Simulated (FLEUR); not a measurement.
**Moving the strain (εyz = 0.5 s) in FeO**

```xyz
2
Lattice="0.0000 2.1554 2.1554 2.1554 0.0000 2.1554 2.1554 2.1554 0.0000" Properties=species:S:1:pos:R:3 pbc="T T T"
Fe    0.0000    0.0000    0.0000
O     2.1554    2.1554    2.1554
```

Kept alike: task single point; functional PBEsol; k mesh 9 × 9 × 9; occupations fermi-dirac, width 0.05 eV; collinear spin, ferromagnetic start. Program: FLEUR, all-electron, FLAPW. The mesh is that of the run's cell of 2 atoms. No spin-orbit coupling.

| s | free energy over the lowest row (meV/atom) |
| --- | --- |
| -0.02 | 0.46 |
| -0.01 | 0.14 |
| 0 | 0.00 |
| 0.01 | 0.14 |
| 0.02 | 0.46 |

The cell shown is the unstrained one; x, y and z are its Cartesian axes; atoms keep their fractions. For a metal such a mesh leaves the last digits unconverged. The measured crystal is an antiferromagnetic insulator; a metallic or parallel state is the runs' own. The runs hold the magnetic state that their start led to, which needn't be the lowest.

Q: What does the strain (εyz = 0.5 s) change here?

A: The free energy is lowest at 0, and 0.46 meV an atom higher at -0.02; 0.02.
